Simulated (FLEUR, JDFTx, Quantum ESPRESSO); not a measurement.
## One calculation of Sn, 3 ways

```xyz
2
Lattice="0.0000 3.2333 3.2333 3.2333 0.0000 3.2333 3.2333 3.2333 0.0000" Properties=species:S:1:pos:R:3 pbc="T T T"
Sn    4.8500    4.8500    4.8500
Sn    3.2333    3.2333    3.2333
```

This isn't the form of Sn at room conditions, which is tetragonal (white tin).

Alike in all runs: task equation of state; functional LDA; k mesh 7 × 7 × 7; occupations fermi-dirac, width 0.05 eV; no spin polarisation; no spin-orbit coupling. LDA stands for any of its common fits.

| program and potentials | plane-wave cutoff (eV) | notes | equilibrium volume (Å³/atom) | bulk modulus (GPa) |
| --- | --- | --- | --- | --- |
| Quantum ESPRESSO, PseudoDojo 0.4.1 SR LDA standard | 980 | - | 33.91 | 44.6 |
| JDFTx, PseudoDojo-SR-LDA-0.4.1-standard | 980 | - | 33.91 | 44.6 |
| FLEUR, all-electron, FLAPW | - | - | 33.90 | 44.8 |

The equilibrium volume spans 33.90 (FLEUR, all-electron, FLAPW) to 33.91 Å³/atom (JDFTx, PseudoDojo-SR-LDA-0.4.1-standard), with all-electron results at 33.90. The bulk modulus spans 44.6 (Quantum ESPRESSO, PseudoDojo 0.4.1 SR LDA standard) to 44.8 GPa (FLEUR, all-electron, FLAPW), with all-electron results at 44.8. For a metal such a mesh isn't converged, which the comparison doesn't need.

The functional is the same throughout but for its coding, so the spread measures potentials, basis and numerics; runs on potential files found faulty are left out.

The two plane-wave codes give identical results with the same potential family, so the small remaining offset from FLEUR probably reflects the pseudopotential or the differing basis and fit rather than either plane-wave implementation. It is slightly more visible in the bulk modulus, as expected for a quantity that depends on the curvature of the energy curve and not just the position of its minimum. The potential therefore reproduces the all-electron compression behaviour of diamond-structure (grey) tin near equilibrium very well.

The large atomic volume and modest stiffness follow from the bonding: directional sp³ bonds hold open a loosely packed tetrahedral network, while the diffuse 5s and 5p orbitals overlap less effectively than the valence orbitals of carbon or silicon, making the lattice much softer than theirs. Agreement between the codes doesn't validate LDA itself, which tends to overbind such solids, and the energy balance between grey and white tin remains untested.
